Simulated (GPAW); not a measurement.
# Ag (Fm-3m) in GPAW: settings compared

Aim: see how the results for Ag move with the level of theory and the settings. Levels: TPSS+D3, LDA. Tasks: equation of state, band structure.

Everything below comes from runs of GPAW 26.7.0. Logs are shortened: lines on timing, memory, paths and dates and some standing lists are left out, and cuts for length are marked. The log counts tension as positive stress, the text compression.

## Step 1: Starting point

The structure is cubic, space group Fm-3m (No. 225). Conventional cell: a = 4.085 Å, b = 4.085 Å, c = 4.085 Å, α = 90.00°, β = 90.00°, γ = 90.00°. Ag (site symmetry m-3m) is surrounded by 12 Ag at 2.89 Å.

## Step 2: Equation of state, TPSS+D3

The input, run.py:

```python
from ase.calculators.mixing import SumCalculator
from ase.eos import EquationOfState
from ase.io import Trajectory, read
from ase.units import GPa
from dftd3.ase import DFTD3
from gpaw import GPAW, PW

atoms = read('Ag.xyz')

traj = Trajectory('eos.traj', 'w')
volumes, energies = [], []
for x in [0.94, 0.96, 0.98, 1.0, 1.02, 1.04, 1.06]:
    a = atoms.copy()
    a.set_cell(atoms.cell * x**(1 / 3), scale_atoms=True)
    calc = GPAW(mode=PW(600),
                xc='MGGA_X_TPSS+MGGA_C_TPSS',
                kpts={'size': (11, 11, 11), 'gamma': True},
                occupations={'name': 'fermi-dirac', 'width': 0.05},
                nbands=18,
                convergence={'density': 1e-05, 'energy': 1e-05},
                eigensolver='davidson',
                maxiter=150,
                txt=f'eos-{x:.2f}.txt')
    a.calc = SumCalculator([calc, DFTD3(method='tpss', damping='d3zero')])
    energies.append(a.get_potential_energy())
    volumes.append(a.get_volume())
    p = -a.get_stress()[:3].mean() / GPa
    calc.write(f'eos-{x:.2f}.gpw')
    traj.write(a)
    print(f'{x:.2f} {volumes[-1]:10.4f} A^3 {energies[-1]:14.6f} eV {p:9.3f} GPa', flush=True)

v0, e0, B = EquationOfState(volumes, energies, eos='birchmurnaghan').fit()
print(f'V0 = {v0:.4f} A^3, E0 = {e0:.6f} eV, B0 = {B / GPa:.2f} GPa')
```

The input, Ag.xyz:

```xyz
1
Lattice="0.0000000000 2.0427500000 2.0427500000 2.0427500000 0.0000000000 2.0427500000 2.0427500000 2.0427500000 0.0000000000" Properties=species:S:1:pos:R:3 pbc="T T T"
Ag     0.0000000000      0.0000000000      0.0000000000
```

Potentials or basis: GPAW PAW data sets (gpaw-data 1.2.1), pw.

The run is started by

```sh
OMP_NUM_THREADS=1 python run.py
```

Output:

```text
__  _  _
 | _ |_)|_||  |
 |__||  | ||/\| - 26.7.0

Input parameters:
  mode=PW(ecut=600.0),
  convergence={'density': 1e-05, 'energy': 1e-05},
  eigensolver=Davidson(niter=2),
  kpts=MonkhorstPack(size=(11, 11, 11), gamma=True),
  maxiter=150,
  nbands=18,
  occupations=Occupations(name='fermi-dirac', width=0.05),
  xc=XC(name='MGGA_X_TPSS+MGGA_C_TPSS')

Diagonalizing LCAO Hamiltonian
Converting LCAO to pw mode

       Ag

Atoms  # Å, Bohr magnetons
|   | symbol |        x |        y |        z |    initial magnetic moments |
|---|--------|----------|----------|----------|-----------------------------|
| 0 |     Ag | 0.000000 | 0.000000 | 0.000000 | ( 0.0000,  0.0000,  0.0000) |

Unit cell  # Å
| periodic |        x |        y |        z |  lengths |    angles |
|----------|----------|----------|----------|----------|-----------|
|      yes | 0.000000 | 2.015142 | 2.015142 | 2.849841 | 60.000000 |
|      yes | 2.015142 | 0.000000 | 2.015142 | 2.849841 | 60.000000 |
|      yes | 2.015142 | 2.015142 | 0.000000 | 2.849841 | 60.000000 |

Number of symmetries: 48
[... 51 lines left out ...]

BZ-sampling:
  Number of BZ points: 1331
  Number of IBZ points: 56

  Monkhorst-Pack size: [11, 11, 11]
  Monkhorst-Pack shift: [0, 0, 0]

K-points  # in reciprocal-cell coordinates
|     |                                coordinates |     weight |
|-----|--------------------------------------------|------------|
|   0 | (  0.00000000,   0.00000000,   0.00000000) | 0.00075131 |
|   1 | (  0.09090909,   0.09090909,   0.00000000) | 0.00450789 |
|   2 | (  0.09090909,   0.09090909,   0.09090909) | 0.00601052 |
|   3 | (  0.18181818,   0.09090909,   0.09090909) | 0.00901578 |
|   4 | (  0.18181818,   0.18181818,   0.00000000) | 0.00450789 |
|   5 | (  0.18181818,   0.18181818,   0.09090909) | 0.01803156 |
|   6 | (  0.18181818,   0.18181818,   0.18181818) | 0.00601052 |
|   7 | (  0.27272727,   0.18181818,   0.09090909) | 0.01803156 |
|   8 | (  0.27272727,   0.18181818,   0.18181818) | 0.01803156 |
|   9 | (  0.27272727,   0.27272727,   0.00000000) | 0.00450789 |
| ... |                                            |            |
|  55 | (  0.45454545,   0.45454545,   0.45454545) | 0.00601052 |

Plane wave coefficients: 560
Cutoff: 600.0 eV

Spin-components: 1 (collinear spins)
Bands:           18
Projectors:      6
Spin-degeneracy: 2
Datatype:        complex128

Parallelization:
  kpt:    1
  domain: 1
  band:   1

Density:
  Valence electrons: 17.0
  Components: 1
  Grid points: [18 18 18]
  Charge: 0.0  # |e|

Potential:
  Grid points: [18 18 18]

species:
  Ag:
    name:    Silver
    Z:       47.0
    valence: 17
    core:    30
    charge:  0.0  # [|e|]
    compensation charges:
      type: gauss
      rc: 0.40  # [Å]
      lmax: 2
    cutoffs:
      filter: 2.35  # [Å]
      core: 2.19  # [Å]
    projectors
    | kind |    occ | energy [eV] | rcut [Å] |
    |------|--------|-------------|----------|
    |   5s |  1.000 |      -4.401 |    1.286 |
    |   4p |  6.000 |     -58.577 |    1.328 |
    |   5p |  0.000 |      -0.738 |    1.328 |
    |   4d | 10.000 |      -7.446 |    1.180 |
    |    s |        |      22.811 |    1.286 |
    |    d |        |      19.766 |    1.180 |

    Using partial waves for Ag as LCAO basis

Reference energy: -144597.826354  # eV

eigensolver:
  Davidson
  Converge bands: occupied
  niter=2

density mixing:
  MSR1-Mixer
  Pratt-step length: 0.05
  Maximum mixing coefficient: 0.75
  Old densities: 10
  SVD Regularization: 0.005
  Good broyden scale: 1.0
  Trust region scale: 1.0
  Backstep threshold: 4.0
  History deletion threshold: 6.0
  Fourier metric: weight=20.0, sigma=0.015

occupation numbers:
  Fermi-Dirac:
    width: 0.0500  # eV

poisson solver:
  ecut: 4800.0  # eV

xc functional:
  name: MGGA_X_TPSS+MGGA_C_TPSS with 2 nearest neighbor stencil

convergence criteria:
- Maximum integral of absolute [dens]ity change: 1e-05 electrons / valence electron
- Maximum [total energy] change in last 3 cyles: 1e-05 eV / valence electron
- Maximum integral of absolute [eigenst]ate change: 4e-08 eV^2 / valence electron
maximum number of iterations: 150

SCF iterations
|iter     | |      energy | eigst |  dens |
|---------|-|-------------|-------|-------|
|iter:   1| |  189.562375 | +3.46 |       |
|iter:   2| |   -9.389350 | +0.44 | -0.95 |
|iter:   3| |   -9.723565 | -1.94 | -1.20 |
|iter:   4| |   -9.425065 | -3.51 | -1.21 |
|iter:   5| |   -9.248580 | -3.22 | -1.38 |
|iter:   6| |   -9.387915 | -3.23 | -1.85 |
|iter:   7| |   -9.450539 | -4.35 | -1.56 |
|iter:   8| |   -9.441747 | -5.31 | -1.48 |
|iter:   9| |   -9.317077 | -3.82 | -1.49 |
|iter:  10| |   -9.325569 | -3.84 | -1.70 |
|iter:  11| |   -9.255965 | -3.83 | -1.68 |
|iter:  12| |   -9.239393 | -3.60 | -2.03 |
|iter:  13| |   -9.239619 | -4.56 | -2.60 |
|iter:  14| |   -9.240081 | -4.58 | -3.13 |
|iter:  15| |   -9.240134 | -5.17 | -3.67 |
|iter:  16| |   -9.240137c| -6.54 | -4.30 |
|iter:  17| |   -9.240137c| -7.27 | -4.50 |
|iter:  18| |   -9.240137c| -8.89c| -5.74c|

Converged in 18 steps
Energy contributions relative to reference atoms: (reference = -144597.826354)

Energy contributions:
  Kinetic:          -1.691703
  Coulomb:           0.542882
  Zero:              0.255249
  External:          0.000000
  Xc:               -8.345762
  Entropy:          -0.001607
  Spinorbit:         0.000000
  ----------------------------
  Free energy:      -9.240940
  Extrapolated:     -9.240137

dipole moment: (-12.609224, -12.609224, -12.609224)  # |e|*Ang

Fermi level: 8.978
Eigenvalues  # (at kpt = [0.000, 0.000, 0.000])
| band index |      eig [eV] | occ [0-2] |
|------------|---------------|-----------|
|          0 |       -47.210 |     2.000 |
|          1 |       -47.210 |     2.000 |
|          2 |       -47.210 |     2.000 |
|          3 |         0.664 |     2.000 |
|          4 |         3.817 |     2.000 |
|          5 |         3.817 |     2.000 |
[... 10 lines left out ...]
|         16 |        34.757 |     0.000 |
|         17 |        40.561 |     0.000 |

No gap
No difference between direct/indirect transitions

Stress tensor  # eV/Ang^3
|         x |         y |         z |
|-----------|-----------|-----------|
| -0.028241 | -0.000000 |  0.000000 |
| -0.000000 | -0.028241 |  0.000000 |
|  0.000000 |  0.000000 | -0.028241 |

# Writing to eos-0.96.gpw (mode='')
```

It took 9.3 min on 1 thread of Intel Xeon Platinum 8259CL at 2.50GHz (Skylake/Cascade Lake), shared host; peak memory 0.68 GiB.

Results:

| Item | Value |
| --- | --- |
| Equilibrium volume | 15.78 Å³/atom (rough: see the caveat) |
| Bulk modulus | 129 GPa (rough) |

Energy against volume, from the lowest point:
| volume (Å³/atom) | energy (meV/atom) |
| --- | --- |
| 16.025 | 0.00 |
| 16.366 | 6.78 |
| 16.707 | 17.93 |
| 17.048 | 33.24 |
| 17.389 | 52.05 |
| 17.730 | 73.80 |
| 18.071 | 97.98 |

Caveat: the minimum lies outside the volumes run; the PAW data sets were made with another functional, which shifts forces and pressure a little.

## Step 3: Band structure, LDA, spin-orbit coupling, no magnetisation

The input, run.py:

```python
import numpy as np
from ase.dft.bandgap import bandgap
from ase.io import read, write
from ase.units import GPa
from gpaw import GPAW, PW
from gpaw.spinorbit import soc_eigenstates

atoms = read('Ag.xyz')

calc = GPAW(mode=PW(600),
            xc='LDA',
            kpts={'size': (11, 11, 11), 'gamma': True},
            occupations={'name': 'fermi-dirac', 'width': 0.05},
            nbands=18,
            convergence={'density': 1e-05, 'energy': 1e-05},
            maxiter=150,
            txt='gpaw.txt')
atoms.calc = calc
energy = atoms.get_potential_energy()
forces = atoms.get_forces()
stress = atoms.get_stress()
calc.write('gs.gpw')
write('result.traj', atoms)
print(f'Energy: {energy:.6f} eV')
print('Forces (eV/A):')
print(forces.round(4))
print('Stress (GPa):', (stress / GPa).round(3))
print('Fermi level:', round(calc.get_fermi_level(), 4), 'eV')
print(f'Gap: {bandgap(calc)[0]:.4f} eV, direct: {bandgap(calc, direct=True)[0]:.4f} eV')

path = atoms.cell.bandpath('GXWKGLUWLK,UX', npoints=80, eps=1e-4)
bs_calc = calc.fixed_density(kpts=path, symmetry='off', nbands=26,
                             convergence={'bands': 'CBM+6.0', 'eigenstates': 1e-6}, txt='bands.txt')
bs = bs_calc.band_structure()
bs.write('bs.json')
print(f'Gap on the path: {bandgap(bs_calc)[0]:.4f} eV')

soc = soc_eigenstates(bs_calc, theta=54.7, phi=45)
np.savetxt('soc_bands.dat', soc.eigenvalues(), fmt='%.4f')
mesh = soc_eigenstates('gs.gpw', theta=54.7, phi=45)
np.savetxt('soc_mesh.dat', mesh.eigenvalues(), fmt='%.4f')
print('Fermi level with spin-orbit coupling:', round(mesh.fermi_level, 4), 'eV')
```

Ag.xyz is that of step 2.

Potentials or basis: the program's PAW data sets (release 1.2.1) made for this functional, pw.

The run is started by

```sh
OMP_NUM_THREADS=1 python run.py
```

Wall time 29 s (1 thread of Intel Xeon Platinum 8259CL at 2.50GHz (Skylake/Cascade Lake), shared host); peak memory 0.24 GiB.

Results (log left out):

```
Free energy             : -3.9202 eV
Pressure                : -7.6 GPa
Band gap along the path : none (metal or under the smearing width)
```

Levels at the corners of the path, in eV from the Fermi level:
| point | band 13 | band 14 | band 15 | band 16 | band 17 | band 18 | band 19 | band 20 |
| --- | --- | --- | --- | --- | --- | --- | --- | --- |
| Γ | -4.75 | -4.75 | -3.84 | -3.84 | -3.84 | -3.84 | 16.03 | 16.03 |
| X | -3.01 | -3.01 | -2.66 | -2.66 | 1.29 | 1.29 | 6.49 | 6.49 |
| W | -3.86 | -3.86 | -2.86 | -2.86 | 5.54 | 5.54 | 5.87 | 5.87 |
| K | -3.68 | -3.68 | -3.12 | -3.12 | 4.03 | 4.03 | 4.98 | 4.98 |
| Γ | -4.75 | -4.75 | -3.84 | -3.84 | -3.84 | -3.84 | 16.03 | 16.03 |
| L | -3.19 | -3.19 | -2.96 | -2.96 | -0.67 | -0.67 | 3.36 | 3.36 |
| U | -3.68 | -3.68 | -3.12 | -3.12 | 4.03 | 4.03 | 4.98 | 4.98 |
| W | -3.86 | -3.86 | -2.86 | -2.86 | 5.54 | 5.54 | 5.87 | 5.87 |
| L | -3.19 | -3.19 | -2.96 | -2.96 | -0.67 | -0.67 | 3.36 | 3.36 |
| K | -3.68 | -3.68 | -3.12 | -3.12 | 4.03 | 4.03 | 4.98 | 4.98 |
| U | -3.68 | -3.68 | -3.12 | -3.12 | 4.03 | 4.03 | 4.98 | 4.98 |
| X | -3.01 | -3.01 | -2.66 | -2.66 | 1.29 | 1.29 | 6.49 | 6.49 |

Caveat: spin-orbit coupling was added after a scalar SCF, so levels and gaps hold it while energy, forces, pressure and moments don't; this program's spin-orbit splittings come out too wide for heavy elements.
